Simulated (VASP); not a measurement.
The system is Al.

```xyz
1
Lattice="-1.5912 1.5912 1.5912 1.5912 -1.5912 1.5912 1.5912 1.5912 -1.5912" Properties=species:S:1:pos:R:3 pbc="T T T"
Al    0.0000    0.0000    0.0000
```

This isn't the form of Al at room conditions, which is fcc.

- Program: VASP 6.6.1
- Task: relaxation of cell and atoms
- Functional: PBE
- Potentials or basis: VASP PAW PBE potentials, release 64 (Al)
- Cutoff: 600 eV
- k mesh: 18 × 18 × 18
- Occupations: gaussian, width 0.1 eV
- Spin: no spin polarisation

At the start: pressure 3.8 GPa; volume 16.12 Å³/atom.

**Question.** Where does the relaxation end?

**Answer.** Over 3 steps the energy falls by 9.4 meV/atom and the volume is 16.93 Å³/atom (+5.1 %); space group Im-3m (No. 229, to 0.05 Å).

Step by step:
| step | energy change (eV) | largest force (eV/Å) | pressure (GPa) | volume (Å³) |
| --- | --- | --- | --- | --- |
| 1 | 0.0000 | 0.0000 | 3.83 | 16.12 |
| 2 | -0.0093 | 0.0000 | -0.40 | 17.03 |
| 3 | -0.0094 | 0.0000 | 0.01 | 16.93 |

Final structure:
```
Al
1.0
    -1.61766    1.61766    1.61766
     1.61766   -1.61766    1.61766
     1.61766    1.61766   -1.61766
Al
1
Direct
  0.00000 0.00000 0.00000
```
